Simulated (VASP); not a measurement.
These are PBE GGA, VASP's PBE PAW potentials (set 64) (plane waves; VASP) values and carry that method's errors.

Input for VASP

INCAR:
```
! general
SYSTEM   = AlSb
PREC     = Accurate
ENCUT    = 400
LREAL    = F
LASPH    = T

! electronic loop
EDIFF    = 1E-8
NELM     = 100
ALGO     = Normal
LMAXMIX  = 4

! smearing
ISMEAR   = 0
SIGMA    = 0.01

! functional
GGA      = PE

! ions
IBRION   = 8
NSW      = 1

! output
LWAVE    = F
LCHARG   = F

! other
LEPSILON = T
```

### KPOINTS
```
Automatic mesh
0
Gamma
10 10 10
0 0 0
```

**POSCAR**
```
AlSb
1
    0.0000000000     3.1158353983     3.1158353983
    3.1158353983     0.0000000000     3.1158353983
    3.1158353983     3.1158353983     0.0000000000
Al Sb
1 1
Direct
  0.0000000000   0.0000000000   0.0000000000
  0.2500000000   0.2500000000   0.2500000000
```

POTCAR, in this order: Al Sb (PBE.64 set). Program: vasp_std.

The resulting files:

OSZICAR:
```
...
  Direction:   2
       N       E                     dE             d eps       ncg     rms          rms(c)
RMM:   1    -0.251779222851E+01   -0.25178E+01   -0.11191E+01  1587   0.565E+00
RMM:   2    -0.260261314014E+01   -0.84821E-01   -0.38868E-02  1201   0.114E+00
RMM:   3    -0.260313383808E+01   -0.52070E-03   -0.80725E-04  1199   0.172E-01
RMM:   4    -0.260314124538E+01   -0.74073E-05   -0.31076E-05  1248   0.335E-02
RMM:   5    -0.260314170229E+01   -0.45691E-06   -0.21493E-06  1259   0.816E-03
RMM:   6    -0.260314169244E+01    0.98483E-08   -0.28470E-08  1277   0.197E-03
 Linear response to external field (no local field effect), progress :
  Direction:   3
       N       E                     dE             d eps       ncg     rms          rms(c)
RMM:   1    -0.958150389450E+00   -0.95815E+00   -0.42085E+00  1588   0.397E+00
RMM:   2    -0.101153833126E+01   -0.53388E-01   -0.14347E-02  1193   0.780E-01
RMM:   3    -0.101175228525E+01   -0.21395E-03   -0.34104E-04  1183   0.121E-01
RMM:   4    -0.101175482387E+01   -0.25386E-05   -0.11822E-05  1238   0.220E-02
RMM:   5    -0.101175501319E+01   -0.18932E-06   -0.85943E-07  1245   0.559E-03
RMM:   6    -0.101175500141E+01    0.11782E-07    0.12542E-08  1247   0.132E-03
RMM:   7    -0.101175500717E+01   -0.57618E-08    0.63596E-08  1179   0.365E-04
 Linear response to external field, progress :
  Direction:   1
       N       E                     dE             d eps       ncg     rms          rms(c)
RMM:   1    -0.195866028556E+01   -0.19587E+01   -0.87323E+00  5770   0.503E+00
RMM:   2    -0.202894479419E+01   -0.70285E-01   -0.28606E-02  4359   0.100E+00    0.167E+00
RMM:   3    -0.198504877002E+01    0.43896E-01   -0.46613E-02  4286   0.117E+00    0.984E-01
RMM:   4    -0.209609922967E+01   -0.11105E+00   -0.70507E-02  4315   0.153E+00    0.157E-01
RMM:   5    -0.212763188888E+01   -0.31533E-01   -0.29137E-03  4369   0.408E-01    0.278E-02
RMM:   6    -0.212976574493E+01   -0.21339E-02   -0.10723E-04  4586   0.685E-02    0.188E-02
RMM:   7    -0.213135989122E+01   -0.15941E-02   -0.53435E-05  4372   0.477E-02    0.241E-03
RMM:   8    -0.213151368748E+01   -0.15380E-03   -0.18222E-06  4748   0.686E-03    0.863E-04
RMM:   9    -0.213151694261E+01   -0.32551E-05    0.33485E-07  4463   0.379E-03    0.137E-04
RMM:  10    -0.213152049442E+01   -0.35518E-05    0.35213E-07  4897   0.532E-04    0.742E-05
RMM:  11    -0.213151961718E+01    0.87725E-06    0.16516E-07  4067   0.238E-04    0.219E-05
RMM:  12    -0.213151853067E+01    0.10865E-05    0.36402E-08  2650   0.544E-05    0.739E-06
 Linear response to external field, progress :
  Direction:   2
       N       E                     dE             d eps       ncg     rms          rms(c)
RMM:   1    -0.195867139194E+01   -0.19587E+01   -0.87324E+00  5770   0.503E+00
RMM:   2    -0.202894486159E+01   -0.70273E-01   -0.28606E-02  4359   0.100E+00    0.167E+00
RMM:   3    -0.198504894179E+01    0.43896E-01   -0.46615E-02  4286   0.117E+00    0.984E-01
RMM:   4    -0.209609917169E+01   -0.11105E+00   -0.70510E-02  4314   0.153E+00    0.157E-01
RMM:   5    -0.212763142962E+01   -0.31532E-01   -0.29139E-03  4369   0.408E-01    0.278E-02
RMM:   6    -0.212976502927E+01   -0.21336E-02   -0.10736E-04  4582   0.685E-02    0.188E-02
RMM:   7    -0.213135917619E+01   -0.15941E-02   -0.53542E-05  4369   0.477E-02    0.241E-03
RMM:   8    -0.213151301481E+01   -0.15384E-03   -0.20071E-06  4760   0.686E-03    0.863E-04
RMM:   9    -0.213151621604E+01   -0.32012E-05   -0.65819E-07  4456   0.378E-03    0.138E-04
RMM:  10    -0.213151978641E+01   -0.35704E-05   -0.57536E-08  4911   0.532E-04    0.743E-05
RMM:  11    -0.213151891676E+01    0.86964E-06    0.23446E-07  4040   0.235E-04    0.204E-05
RMM:  12    -0.213151780744E+01    0.11093E-05   -0.49078E-09  2679   0.547E-05    0.697E-06
 Linear response to external field, progress :
  Direction:   3
       N       E                     dE             d eps       ncg     rms          rms(c)
RMM:   1    -0.195542979105E+01   -0.19554E+01   -0.87000E+00  5764   0.503E+00
RMM:   2    -0.202893541873E+01   -0.73506E-01   -0.28766E-02  4359   0.101E+00    0.167E+00
RMM:   3    -0.198504782940E+01    0.43888E-01   -0.46646E-02  4286   0.117E+00    0.984E-01
RMM:   4    -0.209609089470E+01   -0.11104E+00   -0.70502E-02  4315   0.153E+00    0.157E-01
RMM:   5    -0.212763239531E+01   -0.31542E-01   -0.29124E-03  4369   0.408E-01    0.278E-02
RMM:   6    -0.212976359020E+01   -0.21312E-02   -0.10712E-04  4582   0.684E-02    0.188E-02
RMM:   7    -0.213135958987E+01   -0.15960E-02   -0.53491E-05  4366   0.477E-02    0.241E-03
RMM:   8    -0.213151306280E+01   -0.15347E-03   -0.18934E-06  4741   0.686E-03    0.863E-04
RMM:   9    -0.213151619395E+01   -0.31312E-05   -0.22514E-08  4462   0.378E-03    0.138E-04
RMM:  10    -0.213151978189E+01   -0.35879E-05    0.14699E-07  4902   0.532E-04    0.741E-05
RMM:  11    -0.213151891069E+01    0.87121E-06    0.30279E-07  4054   0.235E-04    0.203E-05
RMM:  12    -0.213151781670E+01    0.10940E-05    0.96862E-08  2651   0.546E-05    0.697E-06
 Linear response DOF=           2
 Linear response progress:
  Degree of freedom:   1/  2
       N       E                     dE             d eps       ncg     rms          rms(c)
RMM:   1    -0.725722468488E-02   -0.72572E-02    0.52981E-03  6279   0.663E-01
RMM:   2    -0.625495841436E-02    0.10023E-02   -0.45461E-04  4298   0.164E-01    0.427E-02
RMM:   3    -0.619910981663E-02    0.55849E-04   -0.29235E-05  4458   0.415E-02    0.268E-02
RMM:   4    -0.614020752753E-02    0.58902E-04    0.37452E-06  4233   0.325E-02    0.199E-03
RMM:   5    -0.613408623304E-02    0.61213E-05    0.29196E-06  4541   0.527E-03    0.108E-03
RMM:   6    -0.612955582549E-02    0.45304E-05    0.14417E-06  4358   0.203E-03    0.420E-04
RMM:   7    -0.612936646517E-02    0.18936E-06    0.50903E-09  4524   0.690E-04    0.113E-04
RMM:   8    -0.612928379694E-02    0.82668E-07   -0.26077E-08  4491   0.232E-04    0.248E-05
RMM:   9    -0.612930705441E-02   -0.23257E-07   -0.35026E-08  4686   0.631E-05    0.648E-06
RMM:  10    -0.612929722351E-02    0.98309E-08   -0.24604E-08  4716   0.162E-05    0.385E-06
 Linear response progress:
  Degree of freedom:   2/  2
       N       E                     dE             d eps       ncg     rms          rms(c)
RMM:   1    -0.268219965067E-01   -0.26822E-01    0.43488E-02  5630   0.150E+00
RMM:   2    -0.263964646447E-01    0.42553E-03   -0.10644E-03  4326   0.265E-01    0.642E-02
RMM:   3    -0.264749704085E-01   -0.78506E-04   -0.28535E-05  4431   0.510E-02    0.382E-02
RMM:   4    -0.266823165465E-01   -0.20735E-03   -0.15841E-05  4357   0.337E-02    0.308E-03
RMM:   5    -0.266826473560E-01   -0.33081E-06   -0.16799E-06  4555   0.612E-03    0.149E-03
RMM:   6    -0.266761737509E-01    0.64736E-05   -0.13054E-06  4428   0.162E-03    0.402E-04
RMM:   7    -0.266748697000E-01    0.13041E-05   -0.29228E-07  4469   0.757E-04    0.858E-05
RMM:   8    -0.266755971306E-01   -0.72743E-06    0.53958E-08  4614   0.191E-04    0.386E-05
RMM:   9    -0.266755975546E-01   -0.42401E-09    0.95203E-09  4554   0.646E-05    0.114E-05
 Linear response finished
```

File OUTCAR:
```
------------------------ aborting loop because EDIFF is reached ----------------------------------------

 HEAD OF MICROSCOPIC STATIC DIELECTRIC TENSOR (INDEPENDENT PARTICLE, excluding Hartree and local field effects)
 ------------------------------------------------------
          13.139518     0.000000     0.000000
           0.000000    13.139518     0.000000
           0.000000    -0.000000    13.139518
 ------------------------------------------------------

 MACROSCOPIC STATIC DIELECTRIC TENSOR (including local field effects in DFT)
 ------------------------------------------------------
          12.563118     0.000000    -0.000000
           0.000000    12.563118    -0.000000
           0.000000     0.000000    12.563118
 ------------------------------------------------------

 PIEZOELECTRIC TENSOR (including local field effects)  for field in x, y, z        (e  Angst)
          XX          YY          ZZ          XY          YZ          ZX
  --------------------------------------------------------------------------------
  x     0.00000    -0.00000     0.00000    -0.00000    -2.05648    -0.00000
  y    -0.00000    -0.00000    -0.00000    -0.00000     0.00000    -2.05648
  z    -0.00000     0.00000     0.00000    -2.05648    -0.00000     0.00000

 PIEZOELECTRIC TENSOR (including local field effects)  for field in x, y, z        (C/m^2)
          XX          YY          ZZ          XY          YZ          ZX
  --------------------------------------------------------------------------------
  x     0.00000    -0.00000     0.00000    -0.00000    -0.54461    -0.00000
  y    -0.00000    -0.00000    -0.00000    -0.00000     0.00000    -0.54461
  z    -0.00000     0.00000     0.00000    -0.54461    -0.00000     0.00000

 BORN EFFECTIVE CHARGES (including local field effects) (in |e|, cummulative output)
 ---------------------------------------------------------------------------------
 ion    1
    1     1.83917     0.00000    -0.00000
    2     0.00000     1.83917     0.00000
    3    -0.00000     0.00000     1.83917
 ion    2
    1    -1.83917     0.00000     0.00000
    2     0.00000    -1.83917    -0.00000
    3     0.00000     0.00000    -1.83917

   1 f  =    9.141697 THz    57.438976 2PiTHz  304.934185 cm-1    37.807003 meV
             X         Y         Z           dx          dy          dz
      0.000000  0.000000  0.000000    -0.904714    0.000000    0.000000
      1.557918  1.557918  1.557918     0.426019    0.000000    0.000000

   2 f  =    9.141697 THz    57.438976 2PiTHz  304.934185 cm-1    37.807003 meV
             X         Y         Z           dx          dy          dz
      0.000000  0.000000  0.000000     0.000000   -0.904714    0.000000
      1.557918  1.557918  1.557918     0.000000    0.426019    0.000000

   3 f  =    9.141697 THz    57.438976 2PiTHz  304.934185 cm-1    37.807003 meV
             X         Y         Z           dx          dy          dz
      0.000000  0.000000  0.000000     0.000000    0.000000    0.904714
      1.557918  1.557918  1.557918     0.000000    0.000000   -0.426019

   4 f/i=    0.001002 THz     0.006294 2PiTHz    0.033412 cm-1     0.004143 meV
             X         Y         Z           dx          dy          dz
      0.000000  0.000000  0.000000     0.000000    0.426019    0.000000
      1.557918  1.557918  1.557918     0.000000    0.904714    0.000000

   5 f/i=    0.001002 THz     0.006294 2PiTHz    0.033412 cm-1     0.004143 meV
             X         Y         Z           dx          dy          dz
      0.000000  0.000000  0.000000    -0.426019    0.000000    0.000000
      1.557918  1.557918  1.557918    -0.904714    0.000000    0.000000

   6 f/i=    0.001002 THz     0.006294 2PiTHz    0.033412 cm-1     0.004143 meV
             X         Y         Z           dx          dy          dz
      0.000000  0.000000  0.000000     0.000000    0.000000   -0.426019
      1.557918  1.557918  1.557918     0.000000    0.000000   -0.904714

 MACROSCOPIC STATIC DIELECTRIC TENSOR IONIC CONTRIBUTION
 ------------------------------------------------------
           1.339362    -0.000000     0.000000
          -0.000000     1.339362     0.000000
           0.000000     0.000000     1.339362
 ------------------------------------------------------

 ELASTIC MODULI CONTR FROM IONIC RELAXATION (kBar)
 Direction    XX          YY          ZZ          XY          YZ          ZX
 --------------------------------------------------------------------------------
 XX          -0.0000     -0.0000      0.0000     -0.0000      0.0000     -0.0000
 YY          -0.0000     -0.0000     -0.0000     -0.0000     -0.0000     -0.0000
 ZZ           0.0000     -0.0000     -0.0000      0.0000     -0.0000     -0.0000
 XY          -0.0000     -0.0000      0.0000   -154.6179     -0.0000     -0.0000
 YZ           0.0000     -0.0000     -0.0000     -0.0000   -154.6179      0.0000
 ZX          -0.0000     -0.0000     -0.0000     -0.0000      0.0000   -154.6179
 --------------------------------------------------------------------------------

 PIEZOELECTRIC TENSOR IONIC CONTR  for field in x, y, z        (C/m^2)
          XX          YY          ZZ          XY          YZ          ZX
  --------------------------------------------------------------------------------
  x    -0.00000     0.00000     0.00000     0.00000     0.42820    -0.00000
  y     0.00000     0.00000     0.00000     0.00000    -0.00000     0.42820
  z     0.00000     0.00000    -0.00000     0.42820     0.00000     0.00000
```
(Selected blocks of OUTCAR.)

**OUTCAR**
```
 val. band max:        4.3757159641   @ k =   0.0000   0.0000   0.0000

 cond. band min:       5.5971313771   @ k =   0.5000   0.0000   0.0000


 Fermi energy:         4.4270561607

 k-point     1 :       0.0000    0.0000    0.0000
  band No.  band energies     occupation
      1      -6.0971      2.00000
      2       4.3757      2.00000
      3       4.3757      2.00000
      4       4.3757      2.00000
      5       5.6332      0.00000
      6       7.4522      0.00000
      7       7.4522      0.00000
      8       7.4522      0.00000

 k-point     2 :       0.1000    0.0000    0.0000
  band No.  band energies     occupation
      1      -6.0097      2.00000
      2       3.3059      2.00000
      3       4.2557      2.00000
      4       4.2557      2.00000
      5       6.2043      0.00000
      6       7.6380      0.00000
      7       7.6380      0.00000
      8       7.7758      0.00000

 k-point     3 :       0.2000    0.0000    0.0000
  band No.  band energies     occupation
      1      -5.7579      2.00000
      2       1.8248      2.00000
      3       3.9952      2.00000
      4       3.9952      2.00000
      5       6.1476      0.00000
      6       7.9966      0.00000
      7       7.9966      0.00000
      8       9.0194      0.00000

 k-point     4 :       0.3000    0.0000    0.0000
  band No.  band energies     occupation
      1      -5.3821      2.00000
      2       0.5004      2.00000
      3       3.7396      2.00000
      4       3.7396      2.00000
      5       5.8696      0.00000
      6       8.1706      0.00000
      7       8.1706      0.00000
      8      10.4721      0.00000

 k-point     5 :       0.4000    0.0000    0.0000
  band No.  band energies     occupation
      1      -4.9890      2.00000
      2      -0.4804      2.00000
      3       3.5664      2.00000
      4       3.5664      2.00000
      5       5.6677      0.00000
      6       8.1338      0.00000
      7       8.1338      0.00000
...
```

The dielectric response may not be converged in the k-mesh; for small gaps it tends to come out too large. Unless said otherwise, spin-orbit coupling is left out, though it shifts the bands of the heavy elements here.

The compound is AlSb in the zinc blende structure. It was relaxed first.
